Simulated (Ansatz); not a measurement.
**O started on a Si site in diamond Si, 64 atoms, charge −1**

How does the host give way around this defect, what does it cost to form, and which levels does it put into the gap? The levels of theory are PBEsol and HSE06.

Program: Ansatz 0.2.0, PAW, plane waves. These are calculated values, not measurements.

## (1) The system as built

64 atoms (63 Si, 1 O); a = 10.866 Å, b = 10.866 Å, c = 10.866 Å, α = 90.00°, β = 90.00°, γ = 90.00°. All atoms were shaken off their sites by about 0.02 Å along each axis. Defect site 1: (0.500, 0.500, 0.500). Starting moments add up to 1 μB.

The runs, in order: (2) PBEsol relaxation at the single k point (¼, ¼, ¼), on 1 × NVIDIA GB300 Max-Q with 8 threads of Arm Neoverse-V2; (3) HSE06 relaxation at the single k point (¼, ¼, ¼), on 1 × NVIDIA GB300 Max-Q with 8 threads of Arm Neoverse-V2.

## (2) PBEsol relaxation in the fixed cell

File in.yaml:

```yaml
crystal:
  lattice:
    - [10.865579, 0.000000, 0.000000]
    - [0.000000, 10.865579, 0.000000]
    - [0.000000, 0.000000, 10.865579]
  atoms:
    - { symbol: Si, position: [0.999494, 0.000908, 0.002724] }
    - { symbol: Si, position: [0.002829, 0.996258, 0.501309] }
    - { symbol: Si, position: [0.000837, 0.499495, 0.995929] }
    - { symbol: Si, position: [0.001966, 0.500750, 0.498294] }
    - { symbol: Si, position: [0.500654, 0.998283, 0.001868] }
    - { symbol: Si, position: [0.497530, 0.996921, 0.501206] }
    - { symbol: Si, position: [0.500564, 0.498735, 0.000846] }
    - { symbol: Si, position: [0.126527, 0.125159, 0.122461] }
    - { symbol: Si, position: [0.127673, 0.125079, 0.625577] }
    - { symbol: Si, position: [0.126399, 0.628280, 0.125270] }
    - { symbol: Si, position: [0.122447, 0.624743, 0.623892] }
    - { symbol: Si, position: [0.621640, 0.123529, 0.126789] }
    - { symbol: Si, position: [0.623948, 0.123321, 0.624162] }
    - { symbol: Si, position: [0.622113, 0.625826, 0.127789] }
    - { symbol: Si, position: [0.623395, 0.623485, 0.626609], spin: 0.2 }
    - { symbol: Si, position: [0.250628, 0.249515, 0.998839] }
    - { symbol: Si, position: [0.248266, 0.249394, 0.501781] }
    - { symbol: Si, position: [0.249357, 0.751977, 0.996976] }
    - { symbol: Si, position: [0.248245, 0.748523, 0.496893] }
    - { symbol: Si, position: [0.750913, 0.248265, 0.996888] }
    - { symbol: Si, position: [0.750740, 0.247753, 0.501247] }
    - { symbol: Si, position: [0.751279, 0.748785, 0.999555] }
    - { symbol: Si, position: [0.749527, 0.749461, 0.499468] }
    - { symbol: Si, position: [0.373301, 0.375494, 0.124969] }
    - { symbol: Si, position: [0.378565, 0.374601, 0.627260], spin: 0.2 }
    - { symbol: Si, position: [0.373246, 0.874442, 0.126817] }
    - { symbol: Si, position: [0.376673, 0.875550, 0.623241] }
    - { symbol: Si, position: [0.876080, 0.377477, 0.123220] }
    - { symbol: Si, position: [0.870575, 0.370726, 0.626244] }
    - { symbol: Si, position: [0.874025, 0.873530, 0.126040] }
    - { symbol: Si, position: [0.873620, 0.873790, 0.622995] }
    - { symbol: Si, position: [0.252089, 0.006057, 0.251445] }
    - { symbol: Si, position: [0.248962, 0.000366, 0.752485] }
    - { symbol: Si, position: [0.253762, 0.498501, 0.253339] }
    - { symbol: Si, position: [0.249434, 0.498709, 0.749737] }
    - { symbol: Si, position: [0.748661, 0.001969, 0.248804] }
    - { symbol: Si, position: [0.749927, 0.999196, 0.751781] }
    - { symbol: Si, position: [0.744400, 0.498428, 0.251234] }
    - { symbol: Si, position: [0.747846, 0.499661, 0.747818] }
    - { symbol: Si, position: [0.373132, 0.125425, 0.377171] }
    - { symbol: Si, position: [0.375213, 0.121585, 0.876294] }
    - { symbol: Si, position: [0.373500, 0.625506, 0.373971], spin: 0.2 }
    - { symbol: Si, position: [0.376638, 0.624664, 0.874402] }
    - { symbol: Si, position: [0.874436, 0.127606, 0.371533] }
    - { symbol: Si, position: [0.874631, 0.124456, 0.874669] }
    - { symbol: Si, position: [0.873815, 0.625208, 0.373724] }
    - { symbol: Si, position: [0.876712, 0.625327, 0.874902] }
    - { symbol: Si, position: [0.999820, 0.251266, 0.251390] }
    - { symbol: Si, position: [0.999646, 0.250246, 0.749608] }
    - { symbol: Si, position: [0.998459, 0.749815, 0.249113] }
    - { symbol: Si, position: [0.001041, 0.751084, 0.751294] }
    - { symbol: Si, position: [0.500082, 0.251963, 0.249310] }
    - { symbol: Si, position: [0.500984, 0.248872, 0.748957] }
    - { symbol: Si, position: [0.500555, 0.745763, 0.250546] }
    - { symbol: Si, position: [0.503169, 0.748050, 0.747940] }
    - { symbol: Si, position: [0.126269, 0.377935, 0.372908] }
    - { symbol: Si, position: [0.123885, 0.373888, 0.873842] }
    - { symbol: Si, position: [0.127641, 0.876151, 0.374417] }
    - { symbol: Si, position: [0.125401, 0.872228, 0.873428] }
    - { symbol: Si, position: [0.625853, 0.374884, 0.374498], spin: 0.2 }
    - { symbol: Si, position: [0.627023, 0.375398, 0.875368] }
    - { symbol: Si, position: [0.623859, 0.872841, 0.374038] }
    - { symbol: Si, position: [0.627606, 0.878506, 0.874601] }
    - { symbol: O, position: [0.500136, 0.499589, 0.499120], spin: 0.2 }
  symmetry: { detect: false }
kpoints:
  mp_grid: { grid: [1, 1, 1], shift: [0.25, 0.25, 0.25] }
hamiltonian:
  xc: pbesol
total_charge: -1
magnetization:
  spin_polarized: true
scf:
  occupations: { method: fermi_dirac, width: 0.01 }
relax:
  f_tol: 0.03
  max_steps: 80
  escape_saddle: false
  adjacent_minimum: "off"
output:
  forces: true
  eigenvalues: true
  populations: true
  charged_corrections: { epsilon: 11.7 }
```

Command:

```bash
> ansatz run in.yaml --threads 8 --pin off --max-ram 118750MiB --runs-dir r --events-out ev --progress --plain --backend cuda --devices 0,
```

The runs that follow: Relaxation of the positions (HSE06).

What does the calculation give? Wanted: for each run, formation energy; host gap; top filled to lowest empty; moment.

The runs gave:

| level | time | formation energy (eV) | host gap (eV) | top filled to lowest empty (eV) | moment (μB) |
| --- | --- | --- | --- | --- | --- |
| PBEsol, relaxation | 19 s (GPU) | -0.21 | 0.57 | 0.23 | 1.00 |
| HSE06 (atoms relaxed with HSE06) | 88 s (GPU) | 0.66 | 1.32 | 0.84 | 1.00 |

```
            quantity                             value
          relaxation  6 recorded steps, 0.02 eV gained
       largest shift                      0.05 Å (O64)
largest local moment                    +0.36 μB on Si
```

Relaxation gains 0.02 eV, with shifts up to 0.05 Å (O64). The formation energy at E_F = VBM goes from -0.21 eV (PBEsol) to 0.66 eV (HSE06 (atoms relaxed with HSE06)), as the host gap goes from 0.57 to 1.32 eV. The reservoirs are the elements' reference phases; where the defect changes the composition, the value depends on that choice. HSE06 (atoms relaxed with HSE06) puts 1 localised level over 0.1 eV inside the gap, at 0.49 (filled) eV, the tightest of them shared by about 10 atoms. The host's edges were read at Γ, so band-like levels at this k point need not coincide with them. One k point and a cell of this size can leave errors of several tenths of an eV. The dielectric constant of 11.7 in the correction is an assumed value.
